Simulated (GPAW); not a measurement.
# CdS (Greenockite) (P6_3mc) in GPAW: settings compared, part 2 of 3

GPAW 26.7.0.

## 4. Single point, PBE

run.py reads:

```python
from ase import Atoms
from ase.dft.bandgap import bandgap
from ase.io import write
from ase.units import GPa
from gpaw import GPAW, PW

atoms = Atoms(['Cd', 'Cd', 'S', 'S'],
              cell=[[4.15, 0.0, 0.0],
                    [-2.075, 3.5940054257, 0.0],
                    [0.0, 0.0, 6.737]],
              scaled_positions=[[0.6666666667, 0.3333333333, 0.5],
                                [0.3333333333, 0.6666666667, 0.0],
                                [0.6666666667, 0.3333333333, 0.875],
                                [0.3333333333, 0.6666666667, 0.375]],
              pbc=True)

calc = GPAW(mode=PW(450),
            xc='PBE',
            kpts={'size': (6, 6, 3), 'gamma': True},
            occupations={'name': 'fermi-dirac', 'width': 0.05},
            nbands=31,
            maxiter=120,
            txt='gpaw.txt')
atoms.calc = calc
energy = atoms.get_potential_energy()
forces = atoms.get_forces()
stress = atoms.get_stress()
calc.write('gs.gpw')
write('result.traj', atoms)
print(f'Energy: {energy:.6f} eV')
print('Forces (eV/A):')
print(forces.round(4))
print('Stress (GPa):', (stress / GPa).round(3))
print('Fermi level:', round(calc.get_fermi_level(), 4), 'eV')
print(f'Gap: {bandgap(calc)[0]:.4f} eV, direct: {bandgap(calc, direct=True)[0]:.4f} eV')
```

Potentials or basis: GPAW PAW data sets (gpaw-data 1.2.1), pw.

Started as:

```
$ OMP_NUM_THREADS=1 python run.py
```

gpaw.txt:

```text
__  _  _
 | _ |_)|_||  |
 |__||  | ||/\| - 26.7.0

Input parameters:
  mode=PW(ecut=450.00000000000006),
  kpts=MonkhorstPack(size=(6, 6, 3), gamma=True),
  maxiter=120,
  nbands=31,
  occupations=Occupations(name='fermi-dirac', width=0.05),
  xc=XC(name='PBE')

Diagonalizing LCAO Hamiltonian
Converting LCAO to pw mode

            S

            Cd
        S

        Cd

Atoms  # Å, Bohr magnetons
|   | symbol |         x |        y |        z |    initial magnetic moments |
|---|--------|-----------|----------|----------|-----------------------------|
| 0 |     Cd |  2.075000 | 1.198002 | 3.368500 | ( 0.0000,  0.0000,  0.0000) |
| 1 |     Cd | -0.000000 | 2.396004 | 0.000000 | ( 0.0000,  0.0000,  0.0000) |
| 2 |      S |  2.075000 | 1.198002 | 5.894875 | ( 0.0000,  0.0000,  0.0000) |
| 3 |      S | -0.000000 | 2.396004 | 2.526375 | ( 0.0000,  0.0000,  0.0000) |

Unit cell  # Å
| periodic |         x |        y |        z |  lengths |     angles |
|----------|-----------|----------|----------|----------|------------|
|      yes |  4.150000 | 0.000000 | 0.000000 | 4.150000 |  90.000000 |
|      yes | -2.075000 | 3.594005 | 0.000000 | 4.150000 |  90.000000 |
|      yes |  0.000000 | 0.000000 | 6.737000 | 6.737000 | 120.000000 |

Number of symmetries: 6
Symmetry operations  # r_c * U_cc + t_c -> r_c
|   | kind |            matrix            |
|---|------|------------------------------|
| 0 |  σ   |  1, 1, 0,  0,-1, 0,  0, 0, 1 |
| 1 |  E   |  1, 0, 0,  0, 1, 0,  0, 0, 1 |
| 2 |  C3  |  0, 1, 0, -1,-1, 0,  0, 0, 1 |
| 3 |  σ   |  0,-1, 0, -1, 0, 0,  0, 0, 1 |
[... 132 lines left out ...]
maximum number of iterations: 120

SCF iterations
|iter     | |      energy | eigst |  dens |
|---------|-|-------------|-------|-------|
|iter:   1| |  -13.623238 | -0.50 |       |
|iter:   2| |  -13.395651 | -2.18 | -1.12 |
|iter:   3| |  -12.601959 | -1.38 | -1.16 |
|iter:   4| |  -12.598163 | -3.30 | -1.73 |
|iter:   5| |  -12.597370c| -3.69 | -2.16 |
|iter:   6| |  -12.597448c| -5.06 | -2.94 |
|iter:   7| |  -12.597460c| -6.30 | -3.50 |
|iter:   8| |  -12.597459c| -7.33 | -4.38c|
|iter:   9| |  -12.597459c| -7.69c| -4.73c|

Converged in 9 steps
Energy contributions relative to reference atoms: (reference = -326061.476468)

Energy contributions:
  Kinetic:          37.224389
  Coulomb:         -33.673635
  Zero:              0.281091
  External:          0.000000
  Xc:              -16.429304
  Entropy:          -0.000000
  Spinorbit:         0.000000
  ----------------------------
  Free energy:     -12.597460
  Extrapolated:    -12.597459

dipole moment: (-0.000005, -0.000019, -18.973912)  # |e|*Ang

Fermi level: 4.079
Eigenvalues  # (at kpt = [0.000, 0.000, 0.000])
| band index |      eig [eV] | occ [0-2] |
|------------|---------------|-----------|
|          0 |        -8.846 |     2.000 |
|        ... |               |           |
|         10 |        -3.653 |     2.000 |
|         11 |        -3.319 |     2.000 |
|         12 |        -0.882 |     2.000 |
|         13 |         2.701 |     2.000 |
|         14 |         2.701 |     2.000 |
|         15 |         3.422 |     2.000 |
[... 8 lines left out ...]
|         24 |        10.995 |     0.000 |
|         25 |        11.131 |     0.000 |
|        ... |               |           |
|         30 |        15.012 |     0.000 |

Gap: 1.178 eV
Transition (v -> c):
  (s=0, k=0, n=17, [0.00, 0.00, 0.00]) -> (s=0, k=0, n=18, [0.00, 0.00, 0.00])
No difference between direct/indirect transitions

Forces  # eV/Ang
|        x |       y |        z |
|----------|---------|----------|
| -0.00000 | 0.00000 | -0.06687 |  # Cd   0
|  0.00000 | 0.00000 | -0.06727 |  # Cd   1
| -0.00000 | 0.00000 |  0.06678 |  # S    2
|  0.00000 | 0.00000 |  0.06698 |  # S    3

Stress tensor  # eV/Ang^3
|         x |         y |         z |
|-----------|-----------|-----------|
| -0.004946 |  0.000000 |  0.000000 |
|  0.000000 | -0.004946 |  0.000000 |
|  0.000000 |  0.000000 | -0.008928 |

# Writing to gs.gpw (mode='')
```

stdout:

```text
Energy: -12.597459 eV
Forces (eV/A):
[[-0.      0.     -0.0669]
 [ 0.      0.     -0.0673]
 [-0.      0.      0.0668]
 [ 0.      0.      0.067 ]]
Stress (GPa): [-0.793 -0.793 -1.43   0.     0.     0.   ]
Fermi level: 4.0787 eV
Gap: 1.1775 eV, direct: 1.1775 eV
```

Wall time 21 s (1 thread of Arm Neoverse V2, shared host); peak memory 0.17 GiB.

What came out:

```
Free energy            : -12.5975 eV
Pressure               : 1.0 GPa
Largest force          : 0.067 eV/Å
Band gap on the k mesh : 1.18 eV, direct
```

Forces in eV/Å, atoms in the order of the input:
```
Cd   0.000  0.000 -0.067
Cd   0.000  0.000 -0.067
S    0.000  0.000  0.067
S    0.000  0.000  0.067
```

Stress tensor (GPa, compression positive):
```
0.79 0.00 0.00
0.00 0.79 0.00
0.00 0.00 1.43
```

Caveat: the cutoff is short for stress and forces, so pressures can be off by a GPa or more.

## 5. Relaxation of cell and atoms, PBEsol+D3(BJ)

run.py reads:

```python
from ase.calculators.mixing import SumCalculator
from ase.filters import FrechetCellFilter
from ase.io import read, write
from ase.optimize import BFGS
from dftd3.ase import DFTD3
from gpaw import GPAW, PW, setup_paths

setup_paths.insert(0, '.')

atoms = read('CdS.cif')

calc = GPAW(mode=PW(600),
            xc='PBEsol',
            kpts={'size': (5, 5, 3), 'gamma': True},
            occupations={'name': 'fermi-dirac', 'width': 0.05},
            nbands=31,
            convergence={'density': 1e-05, 'energy': 1e-05},
            maxiter=150,
            txt='gpaw.txt')
atoms.calc = SumCalculator([calc, DFTD3(method='pbesol', damping='d3bj')])
opt = BFGS(FrechetCellFilter(atoms), trajectory='relax.traj', logfile='-')
done = opt.run(fmax=0.02, steps=40)
calc.write('gs.gpw')
write('result.traj', atoms)
print('Converged:', done)
print('Cell:', atoms.cell.cellpar().round(4))
print('Volume:', round(atoms.get_volume(), 4))
print(atoms.get_scaled_positions().round(5))
```

CdS.cif reads:

```cif
data_CdS
_cell_length_a 4.15000000
_cell_length_b 4.15000000
_cell_length_c 6.73700000
_cell_angle_alpha 90.00000000
_cell_angle_beta 90.00000000
_cell_angle_gamma 120.00000000
_space_group_name_H-M_alt 'P6_3mc'
_space_group_name_Hall 'P 6c -2c'
_space_group_IT_number 186
loop_
_space_group_symop_operation_xyz
'x,y,z'
'x-y,x,z+1/2'
'-y,x-y,z'
'-x,-y,z+1/2'
'-x+y,-x,z'
'y,-x+y,z+1/2'
'y,x,z+1/2'
'x,x-y,z'
'x-y,-y,z+1/2'
'-y,-x,z'
'-x,-x+y,z+1/2'
'-x+y,y,z'
loop_
_atom_site_label
_atom_site_type_symbol
_atom_site_symmetry_multiplicity
_atom_site_Wyckoff_symbol
_atom_site_fract_x
_atom_site_fract_y
_atom_site_fract_z
_atom_site_occupancy
Cd1 Cd 2 b 0.6666666667 0.3333333333 0.5000000000 1
S1 S 2 b 0.6666666667 0.3333333333 0.8750000000 1
```

Potentials or basis: PAW data sets generated in the run's folder for this functional, pw.

Started as:

```
$ gpaw-setup -f PBEsol Cd S
$ OMP_NUM_THREADS=1 python run.py
```

gpaw.txt:

```text
__  _  _
 | _ |_)|_||  |
 |__||  | ||/\| - 26.7.0

Input parameters:
  mode=PW(ecut=600.0),
  convergence={'density': 1e-05, 'energy': 1e-05},
  kpts=MonkhorstPack(size=(5, 5, 3), gamma=True),
  maxiter=150,
  nbands=31,
  occupations=Occupations(name='fermi-dirac', width=0.05),
  xc=XC(name='PBEsol')

Diagonalizing LCAO Hamiltonian
Converting LCAO to pw mode

            S

            Cd
        S

        Cd

Atoms  # Å, Bohr magnetons
|   | symbol |        x |        y |        z |    initial magnetic moments |
|---|--------|----------|----------|----------|-----------------------------|
| 0 |     Cd | 2.075000 | 1.198002 | 3.368500 | ( 0.0000,  0.0000,  0.0000) |
| 1 |     Cd | 0.000000 | 2.396004 | 0.000000 | ( 0.0000,  0.0000,  0.0000) |
| 2 |      S | 2.075000 | 1.198002 | 5.894875 | ( 0.0000,  0.0000,  0.0000) |
| 3 |      S | 0.000000 | 2.396004 | 2.526375 | ( 0.0000,  0.0000,  0.0000) |

Unit cell  # Å
| periodic |         x |        y |        z |  lengths |     angles |
|----------|-----------|----------|----------|----------|------------|
|      yes |  4.150000 | 0.000000 | 0.000000 | 4.150000 |  90.000000 |
|      yes | -2.075000 | 3.594005 | 0.000000 | 4.150000 |  90.000000 |
|      yes |  0.000000 | 0.000000 | 6.737000 | 6.737000 | 120.000000 |

Number of symmetries: 6
Symmetry operations  # r_c * U_cc + t_c -> r_c
|   | kind |            matrix            |
|---|------|------------------------------|
| 0 |  σ   |  1, 1, 0,  0,-1, 0,  0, 0, 1 |
| 1 |  E   |  1, 0, 0,  0, 1, 0,  0, 0, 1 |
| 2 |  C3  |  0, 1, 0, -1,-1, 0,  0, 0, 1 |
| 3 |  σ   |  0,-1, 0, -1, 0, 0,  0, 0, 1 |
| 4 |  σ   | -1, 0, 0,  1, 1, 0,  0, 0, 1 |
| 5 |  C3  | -1,-1, 0,  1, 0, 0,  0, 0, 1 |

BZ-sampling:
  Number of BZ points: 75
  Number of IBZ points: 12

  Monkhorst-Pack size: [5, 5, 3]
  Monkhorst-Pack shift: [0, 0, 0]

K-points  # in reciprocal-cell coordinates
|     |                                coordinates |     weight |
|-----|--------------------------------------------|------------|
|   0 | (  0.00000000,   0.00000000,   0.00000000) | 0.01333333 |
|   1 | (  0.00000000,   0.00000000,   0.33333333) | 0.02666667 |
|   2 | (  0.20000000,   0.00000000,  -0.33333333) | 0.08000000 |
|   3 | (  0.20000000,   0.00000000,   0.00000000) | 0.08000000 |
|   4 | (  0.20000000,   0.00000000,   0.33333333) | 0.08000000 |
|   5 | (  0.40000000,  -0.20000000,   0.00000000) | 0.08000000 |
|   6 | (  0.40000000,  -0.20000000,   0.33333333) | 0.16000000 |
|   7 | (  0.40000000,   0.00000000,  -0.33333333) | 0.08000000 |
|   8 | (  0.40000000,   0.00000000,   0.00000000) | 0.08000000 |
|   9 | (  0.40000000,   0.00000000,   0.33333333) | 0.08000000 |
| ... |                                            |            |
|  11 | (  0.40000000,   0.40000000,   0.33333333) | 0.16000000 |
[... 380 lines left out ...]
Fermi level: 3.961
Eigenvalues  # (at kpt = [0.000, 0.000, 0.000])
| band index |      eig [eV] | occ [0-2] |
|------------|---------------|-----------|
|          0 |        -8.940 |     2.000 |
|        ... |               |           |
|         10 |        -3.714 |     2.000 |
|         11 |        -3.375 |     2.000 |
|         12 |        -1.032 |     2.000 |
|         13 |         2.633 |     2.000 |
|         14 |         2.633 |     2.000 |
|         15 |         3.368 |     2.000 |
[... 8 lines left out ...]
|         24 |        10.848 |     0.000 |
|         25 |        10.948 |     0.000 |
|        ... |               |           |
|         30 |        14.826 |     0.000 |

Gap: 1.046 eV
Transition (v -> c):
  (s=0, k=0, n=17, [0.00, 0.00, 0.00]) -> (s=0, k=0, n=18, [0.00, 0.00, 0.00])
No difference between direct/indirect transitions

Stress tensor  # eV/Ang^3
|         x |         y |        z |
|-----------|-----------|----------|
|  0.006476 | -0.000000 | 0.000000 |
| -0.000000 |  0.006476 | 0.000000 |
|  0.000000 |  0.000000 | 0.003692 |

Forces  # eV/Ang
|        x |       y |        z |
|----------|---------|----------|
|  0.00000 | 0.00000 | -0.05208 |  # Cd   0
| -0.00000 | 0.00000 | -0.05158 |  # Cd   1
|  0.00000 | 0.00000 |  0.05217 |  # S    2
| -0.00000 | 0.00000 |  0.05159 |  # S    3

Interpolating wave functions to new cell

            S

            Cd
        S

        Cd

Atoms  # Å, Bohr magnetons
|   | symbol |        x |        y |         z |    initial magnetic moments |
|---|--------|----------|----------|-----------|-----------------------------|
| 0 |     Cd | 2.038345 | 1.176839 |  3.310646 | ( 0.0000,  0.0000,  0.0000) |
| 1 |     Cd | 0.000000 | 2.353678 | -0.008295 | ( 0.0000,  0.0000,  0.0000) |
| 2 |      S | 2.038345 | 1.176839 |  5.816676 | ( 0.0000,  0.0000,  0.0000) |
| 3 |      S | 0.000000 | 2.353678 |  2.497563 | ( 0.0000,  0.0000,  0.0000) |

Unit cell  # Å
| periodic |         x |         y |         z |  lengths |     angles |
|----------|-----------|-----------|-----------|----------|------------|
|      yes |  4.076690 |  0.000000 | -0.000000 | 4.076690 |  90.000000 |
|      yes | -2.038345 |  3.530517 | -0.000000 | 4.076690 |  90.000000 |
|      yes | -0.000000 | -0.000000 |  6.638043 | 6.638043 | 120.000000 |
[... 919 lines left out ...]
Gap: 1.138 eV
Transition (v -> c):
  (s=0, k=0, n=17, [0.00, 0.00, 0.00]) -> (s=0, k=0, n=18, [0.00, 0.00, 0.00])
No difference between direct/indirect transitions

Stress tensor  # eV/Ang^3
|         x |         y |         z |
|-----------|-----------|-----------|
| -0.011646 |  0.000000 | -0.000000 |
|  0.000000 | -0.011646 | -0.000000 |
| -0.000000 | -0.000000 | -0.011690 |

Forces  # eV/Ang
|        x |       y |        z |
|----------|---------|----------|
|  0.00000 | 0.00000 |  0.00124 |  # Cd   0
| -0.00000 | 0.00000 |  0.00084 |  # Cd   1
|  0.00000 | 0.00000 | -0.00090 |  # S    2
| -0.00000 | 0.00000 | -0.00024 |  # S    3

# Writing to gs.gpw (mode='')
```

stdout:

```text
Step          Energy          fmax
BFGS:    0      -15.100831        0.481550
BFGS:    1      -15.109333        0.434535
BFGS:    2      -15.144443        0.048079
BFGS:    3      -15.144819        0.036414
BFGS:    4      -15.144920        0.029510
BFGS:    5      -15.145011        0.004810
Converged: True
Cell: [  4.0816   4.0816   6.6386  90.      90.     120.    ]
Volume: 95.7794
[[0.66667 0.33333 0.49926]
 [0.33333 0.66667 0.99926]
 [0.66667 0.33333 0.87573]
 [0.33333 0.66667 0.37574]]
```

Wall time 3.4 min (1 thread of Arm Neoverse N1, shared host); peak memory 0.24 GiB.

What came out:

* Free energy: -15.1450 eV
* Relaxed volume: 23.94 Å³/atom
* Relaxed cell: a = 4.082 Å, b = 4.082 Å, c = 6.639 Å, α = 90.00°, β = 90.00°, γ = 120.00°
* Space group after relaxing (to 0.05 Å): P6_3mc (No. 186)
* Energy gained by relaxing: 11.0 meV/atom
* Ionic steps: 6
* Pressure after relaxing: 0.0 GPa
* Band gap on the k mesh: 1.14 eV, direct
* Dispersion energy per atom: -0.281 eV

The path:
```
step  energy change (eV)  largest force (eV/Å)  pressure (GPa)  volume (Å³)
   1              0.0000                0.0614           -2.89       100.48
   2             -0.0085                0.0516           -2.63       100.00
   3             -0.0436                0.0488            0.15        95.54
   4             -0.0440                0.0332           -0.06        95.84
   5             -0.0441                0.0241           -0.07        95.85
   6             -0.0442                0.0013           -0.02        95.78
```

Final structure:
```cif
data_structure
_symmetry_space_group_name_H-M 'P 1'
_symmetry_Int_Tables_number 1
_cell_length_a 4.0816
_cell_length_b 4.0816
_cell_length_c 6.6386
_cell_angle_alpha 90.000
_cell_angle_beta 90.000
_cell_angle_gamma 120.000
_cell_volume 95.78
loop_
_atom_site_label
_atom_site_type_symbol
_atom_site_fract_x
_atom_site_fract_y
_atom_site_fract_z
_atom_site_occupancy
Cd1 Cd 0.66667 0.33333 0.49926 1
Cd2 Cd 0.33333 0.66667 0.99926 1
S1 S 0.66667 0.33333 0.87573 1
S2 S 0.33333 0.66667 0.37574 1
```

Caveat: later steps reuse the first step's grids. As with any semilocal functional, this PBEsol gap is likely too small.

(Continued in part 3 of 3.)
